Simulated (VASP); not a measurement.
A run of VASP 6.6.1:

The input INCAR:

```
SYSTEM = BAs
  PREC = Accurate
  ENCUT = 520
  EDIFF = 1E-8
  ISMEAR = 0
  SIGMA = 0.02
  LREAL = .False.
  LASPH = .True.
  NELM = 80
  ALGO = Normal
  ISIF = 2
  LWAVE = .False.
  LCHARG = .False.
  GGA = PE
  LEPSILON = .True.
  IBRION = 8
  NSW = 1
```

KPOINTS

```
Automatic mesh
0
Gamma
  20 20 20
  0 0 0
```

Contents of POSCAR:

```
BAs
1.0
    0.0000000000      2.4045500000      2.4045500000
    2.4045500000      0.0000000000      2.4045500000
    2.4045500000      2.4045500000      0.0000000000
B As
1 1
Direct
    0.0000000000      0.0000000000      0.0000000000
    0.2500000000      0.2500000000      0.2500000000
```

Potentials or basis: VASP PAW PBE potentials, release 64 (B, As).

Command:

```bash
$ cat potpaw_PBE.64/B/POTCAR potpaw_PBE.64/As/POTCAR > POTCAR
$ mpirun -np 1 vasp_std > vasp.out
```

Hardware: 1 thread of Intel(R) Xeon(R) Platinum 8488C (Sapphire Rapids), on a shared host.

Problem. How long does it take, and how much memory?

Solution. It took 19 min on 1 thread of Intel(R) Xeon(R) Platinum 8488C (Sapphire Rapids), with other jobs on the host, peak memory 0.73 GiB. Counts: scf iterations 115, k points 256.
